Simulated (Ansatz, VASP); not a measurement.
## One calculation of PtSe2, two programs

File INCAR:

```
  PREC = Accurate
  ENCUT = 520
  EDIFF = 1E-8
  ISMEAR = -1
  SIGMA = 0.02
  LREAL = F
  LASPH = T
  NELM = 80
  ALGO = Normal
  ISIF = 2
  LWAVE = F
  LCHARG = F
  GGA = PE
  LEFG = T
  NBANDS = 18
```

Contents of KPOINTS:

```
Automatic mesh
0
Gamma
  13 13 9
```

File POSCAR:

```
PtSe2
1.0
    3.7278000000      0.0000000000      0.0000000000
   -1.8639000000      3.2283695002      0.0000000000
    0.0000000000      0.0000000000      5.0313000000
Pt Se
1 2
Direct
    0.0000000000      0.0000000000      0.0000000000
    0.3333333333      0.6666666667      0.2550000000
    0.6666666667      0.3333333333      0.7450000000
```

Input for Ansatz:

```yaml
crystal:
  lattice:
    - [3.7278, 0.0, 0.0]
    - [-1.8639, 3.2283695002, 0.0]
    - [0.0, 0.0, 5.0313]
  atoms:
    - { symbol: Pt, position: [0.0, 0.0, 0.0] }
    - { symbol: Se, position: [0.3333333333, 0.6666666667, 0.255] }
    - { symbol: Se, position: [0.6666666667, 0.3333333333, 0.745] }
kpoints:
  mp_grid: { grid: [13, 13, 9] }
scf:
  occupations: { method: fermi_dirac, width: 0.02 }
hamiltonian:
  xc: pbe
  pseudopotentials: { kind: paw, frozen_core: stored }
output:
  forces: true
  stress: true
  populations: true
  efg: {}
```

Alike in both runs: task electric field gradients; functional PBE; k mesh 13 × 13 × 9; occupations fermi-dirac, width 0.02 eV; no spin polarisation.

|  | VASP | Ansatz |
| --- | --- | --- |
| version | VASP 6.6.1 | Ansatz 0.2.0 |
| potentials or method | VASP PAW PBE potentials, release 64 (Pt, Se) | plane-wave PAW, scalar-relativistic |
| plane-wave cutoff (eV) | 520 | 420 |
| valence electrons in the cell | 22 | 50 |

VASP gave:

```
pressure (GPa)                                                 : 6.0
largest component of the traceless stress (GPa)                : 1.35
rms of the force components (eV/Å)                             : 0.152
Vzz of the field gradient on the site that differs most (V/Å²) : 134.9
```

What did Ansatz give for the same quantities?

Pressure (GPa): 6.0; largest component of the traceless stress (GPa): 1.34; rms of the force components (eV/Å): 0.150; Vzz of the field gradient on the site that differs most (V/Å²): 95.5.

Atom by atom the forces differ by 0.003 eV/Å (rms over components). The functional is the same, so the differences come from potentials, cutoffs and numerics. The two sets of potentials don't hold the same shells in valence. Ansatz warned: «gradients_without_spin_orbit».

Spin-orbit coupling is left out, which matters for the levels of Pt.
